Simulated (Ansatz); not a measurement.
Na:

```
CELL_PARAMETERS angstrom
-1.88829 1.88829 2.63728
1.88829 -1.88829 2.63728
1.88829 1.88829 -2.63728
ATOMIC_POSITIONS crystal
Na 0.00000 0.00000 0.00000
```

This isn't the form of Na at room conditions, which is bcc.

Base run:

| Item | Value |
| --- | --- |
| Program | Ansatz 0.2.0 |
| Functional | PBE |
| Potentials or basis | all-electron LAPW, scalar-relativistic |
| Cutoff | 72 eV (chosen from the basis error) |
| Basis error allowed | 0.001 eV/atom |
| k mesh | 10 × 10 × 10 |
| Occupations | gaussian, width 0.02 eV |
| Spin | no spin polarisation |

Its results: pressure -0.1 GPa.

Question: The run is repeated on the same cell with these changes: functional from PBE to LDA; occupations from gaussian, width 0.02 eV to methfessel-paxton, width 0.2 eV. What comes out?

Answer: Pressure -0.9 GPa.
